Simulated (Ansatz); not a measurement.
**InAs: modes against the lattice constant**

Method: DFT LDA, scalar-relativistic, plane waves, PAW in Ansatz 0.2.0. Plane waves to 420 eV; Γ-centred k mesh 12×12×12; Fermi-Dirac smearing of 0.15 eV. No spin polarisation. Phonons by linear response, acoustic sum rule imposed.

The cell is fixed (symmetry leaves no force on the atoms) and stands under -2.8 GPa:
```xyz
2
Lattice="3.5317 0.0000 0.0000 0.0000 3.5317 0.0000 0.0000 0.0000 3.5317" Properties=species:S:1:pos:R:3 pbc="T T T"
In    0.0000    0.0000    0.0000
As    1.7658    1.7658    1.7658
```

The cell is the ideal cubic caesium chloride prototype; this isn't the usual structure of the compound. In a metal, frequencies and elastic constants depend on the k mesh and the smearing, soft modes and shear constants most.

Q: How do the optical zone-centre modes (counted from the lowest optical one, degenerate ones once; i marks imaginary ones) of this metal change over a = 3.336 and 3.532 Å?

A:
```tsv
a (Å)	3.336	3.532
pressure (GPa)	12.1	-2.8
mode 1 (cm⁻¹)	134	72
```